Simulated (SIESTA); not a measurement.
The system is GaN.

```
Ga N
1.0
     3.18000    0.00000    0.00000
    -1.59000    2.75396    0.00000
     0.00000    0.00000    5.16600
Ga N
2 2
Direct
  0.66667 0.33333 0.50000
  0.33333 0.66667 0.00000
  0.66667 0.33333 0.87500
  0.33333 0.66667 0.37500
```

Program: SIESTA 5.4.2. Alike in all runs: cell as given; smearing fermi-dirac 0.05 eV; grid cutoff 800 Ry.

Task: Order these runs on this cell by their band gap on the k mesh, lowest first.
A. level PBE; potentials or basis PseudoDojo 0.4 standard (PBE files, fully relativistic), DZP (energy shift 0.003 Ry; two zetas on semicore shells); spin non-collinear, zero start, SOC; k mesh 10 × 10 × 5; energy shift 0.003 Ry
B. level LDA; potentials or basis PseudoDojo 0.4 standard (PBE files, fully relativistic), DZP (energy shift 0.002 Ry; radii capped at 9.5 bohr); spin non-collinear, zero start, SOC; k mesh 8 × 8 × 4; energy shift 0.002 Ry
C. level PBEsol; potentials or basis PseudoDojo 0.4 standard (PBEsol files), SZP (energy shift 0.003 Ry); spin off; k mesh 8 × 8 × 4; wannier functions 18; bands left out below 0; projections ["Ga:d", "N:s", "N:p"]; wannier mesh 6 × 6 × 3; energy shift 0.003 Ry

Result: B (1.79 eV), A (2.06 eV), C (2.27 eV).

Caveats: the basis of atomic orbitals isn't converged, which shifts pressures, moduli and gaps.

A k mesh can miss the band edges.

Not every run made on this cell is shown here.
